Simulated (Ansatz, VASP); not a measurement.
This is a calculation of Mg (Magnesium) for VASP 6.6.1. 

File INCAR:

```
SYSTEM = Mg
PREC     = Accurate       ! precision mode
ENCUT    = 600            ! plane-wave cutoff, eV
EDIFF    = 1E-6           ! SCF threshold, eV
ISMEAR   = -1             ! smearing method
SIGMA    = 0.05           ! smearing width, eV
LREAL    = .FALSE.        ! projectors in reciprocal space
LASPH    = .TRUE.         ! aspherical terms in the spheres
NELM     = 80             ! most SCF steps
ALGO     = Normal         ! electronic algorithm
ISIF     = 3              ! what is computed and relaxed
LWAVE    = .FALSE.        ! write WAVECAR
LCHARG   = .FALSE.        ! write CHGCAR
GGA      = PE             ! functional
IVDW     = 12             ! dispersion correction
IBRION   = 2              ! ionic algorithm
NSW      = 40             ! ionic steps
EDIFFG   = -0.01          ! ionic threshold
```

File KPOINTS:

```
Automatic mesh
0
G
  10 10 5
  0 0 0
```

The input POSCAR:

```
Mg
1.0
    3.2093000000      0.0000000000      0.0000000000
   -1.6046500000      2.7793353284      0.0000000000
    0.0000000000      0.0000000000      5.2103000000
Mg
2
Direct
    0.6666666667      0.3333333333      0.7500000000
    0.3333333333      0.6666666667      0.2500000000
```

Potentials or basis: VASP PAW PBE potentials, release 64 (Mg).

The run is started by

```console
$ cat potpaw_PBE.64/Mg/POTCAR > POTCAR
$ mpirun -np 1 vasp_std > vasp.out
```

**Question.** What does the same run look like in Ansatz 0.2.0? Potentials or basis there: all-electron LAPW, scalar-relativistic.

**Answer.** As run (cutoffs and basis follow the program's own potentials, and thresholds, step limits or extra output files can differ):

The input input.yaml:

```yaml
crystal:
  lattice:
    - [3.2093, 0.0, 0.0]
    - [-1.60465, 2.7793353284, 0.0]
    - [0.0, 0.0, 5.2103]
  atoms:
    - { symbol: Mg, position: [0.6666666667, 0.3333333333, 0.75] }
    - { symbol: Mg, position: [0.3333333333, 0.6666666667, 0.25] }
kpoints:
  mp_grid: { grid: [10, 10, 5] }
scf:
  occupations: { method: fermi_dirac, width: 0.05 }
hamiltonian:
  xc: pbe
  dispersion: d3bj
  pseudopotentials: { kind: all_electron, lapw: { basis_error: 0.001 } }
output:
  forces: true
  stress: true
relax:
  f_tol: 0.005
  max_steps: 60
  cell: {}
```

Potentials or basis: all-electron LAPW, scalar-relativistic.

Launch:

```bash
$ ansatz run input.yaml --threads 1 --pin off --max-ram 3072MiB --backend cpu --events-out ev --progress --plain --runs-dir out
```

Both were run:

|  | VASP | Ansatz |
| --- | --- | --- |
| Relaxed volume | 21.72 Å³/atom | 21.77 Å³/atom |
| Relaxed cell | a = 3.109 Å, b = 3.109 Å, c = 5.190 Å, α = 90.00°, β = 90.00°, γ = 120.00° | a = 3.111 Å, b = 3.111 Å, c = 5.194 Å, α = 90.00°, β = 90.00°, γ = 120.00° |
| Space group after relaxing | P6_3/mmc (No. 194) | P6_3/mmc (No. 194) |
| Pressure after relaxing | 0.0 GPa | 0.0 GPa |

Where Ansatz's input types no cutoff or centring, it takes its own default and a Γ-centred mesh.

Pressure is positive in compression.
